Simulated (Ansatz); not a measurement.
# Ge (hcp type): how the settings move a relaxation

Aim: see which settings change the result for Ge (hcp type), by how much, and at what cost.

Computed with Ansatz 0.2.0 (reference: DFT, PBE, PAW with Ansatz's default frozen-core files, scalar-relativistic, unless a step's input says otherwise).

## 1. Starting point

Symmetry: P6_3/mmc, No. 194, hexagonal system. The conventional cell has a = 2.520 Å, b = 2.520 Å, c = 4.083 Å, α = 90.00°, β = 90.00°, γ = 120.00°. Ge (site symmetry -6m2) has 12 Ge at 2.51 to 2.52 Å as nearest neighbours.

Structure file:

```
Ge
1.0
     2.52020    0.00000    0.00000
    -1.26010    2.18256    0.00000
     0.00000    0.00000    4.08272
Ge
2
Cartesian
  0.0000 1.4550 1.0207
  1.2601 0.7275 3.0620
```

## 2. Baseline

File input.yaml:

```yaml
crystal:
  lattice:
    - [2.5202003676, 0.0, 0.0]
    - [-1.2601001838, 2.182557541, 0.0]
    - [0.0, 0.0, 4.0827245956]
  atoms:
    - { symbol: Ge, position: [0.3333333333, 0.6666666667, 0.25] }
    - { symbol: Ge, position: [0.6666666667, 0.3333333333, 0.75] }
kpoints:
  mp_grid: { grid: [15, 15, 8] }
scf:
  occupations: { method: fermi_dirac, width: 0.05 }
hamiltonian:
  xc: pbe
  pseudopotentials: { kind: paw }
output:
  forces: true
  stress: true
  write_density: true
  write_potential: true
  elf: true
  volumetric_format: npy
relax:
  f_tol: 0.005
  max_steps: 80
  cell: {}
```

Command:

```console
$ ansatz run input.yaml --threads 1 --pin off --max-ram 2048MiB --backend cpu --events-out ev --progress --plain --runs-dir out
```

## 3. Changing settings: eigensolver.kind davidson, dr2_threshold 1.0e-11, xc revpbe, basis.precision f64

Changes to input.yaml since step 2:

```diff
@@ -12,4 +12,6 @@
   occupations: { method: fermi_dirac, width: 0.05 }
+  eigensolver: { kind: davidson }
+  convergence: { dr2_threshold: 1.0e-11 }
 hamiltonian:
-  xc: pbe
+  xc: revpbe
   pseudopotentials: { kind: paw }
@@ -18,6 +20,2 @@
   stress: true
-  write_density: true
-  write_potential: true
-  elf: true
-  volumetric_format: npy
 relax:
@@ -26 +24,3 @@
   cell: {}
+basis:
+  precision: f64
```

Before running it: what results should come out? Wanted: for each run, ending; energy change; pressure; gap; force.

As calculated:

| run | ending | energy change | pressure (GPa) | gap (eV) | force (eV/Å) | cycles | time |
| --- | --- | --- | --- | --- | --- | --- | --- |
| reference | converged | - | 0.0 | 0.00 | 0.00 | 65 | 68 s |
| 1: eigensolver.kind davidson, dr2_threshold 1.0e-11, xc revpbe, basis.precision f64 | converged | not comparable | 0.0 | 0.00 | 0.00 | 101 | 1.7 min |

Times don't compare one to one where runs were asked for different outputs or read a saved state (see the inputs); cycles may leave out searches for a lower state.

**Reading.** Total energies don't compare across a change of functional; the final volume goes from 38.76 to 39.44 Å³.
